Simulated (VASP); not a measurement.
Here is a VASP 6.6.1 calculation.

INCAR

```
PREC     = Accurate       # precision mode
ENCUT    = 520            # plane-wave cutoff, eV
EDIFF    = 1E-6           # SCF threshold, eV
ISMEAR   = -1             # smearing method
SIGMA    = 0.15           # smearing width, eV
LREAL    = False          # projectors in reciprocal space
LASPH    = True           # aspherical terms in the spheres
NELM     = 60             # most SCF steps
ALGO     = Normal         # electronic algorithm
ISIF     = 2              # what is computed and relaxed
LWAVE    = False          # write WAVECAR
LCHARG   = False          # write CHGCAR
GGA      = PE             # functional
NBANDS   = 12             # bands
```

Contents of KPOINTS:

```
regular mesh
0
Gamma
  14 14 14
```

POSCAR

```
Ti
1.0
   -1.6410000000      1.6410000000      1.6410000000
    1.6410000000     -1.6410000000      1.6410000000
    1.6410000000      1.6410000000     -1.6410000000
Ti
1
Direct
    0.0000000000      0.0000000000      0.0000000000
```

Potentials or basis: VASP PAW PBE potentials, release 64 (Ti_sv).

Run with:

```console
$ cat potpaw_PBE.64/Ti_sv/POTCAR > POTCAR
$ mpirun -np 1 vasp_std > vasp.out
```

(1) Estimate the band gap on the k mesh.

(2) Predict the pressure.

Answers

(1) none (metal or under the smearing width).

(2) -1.8 GPa.
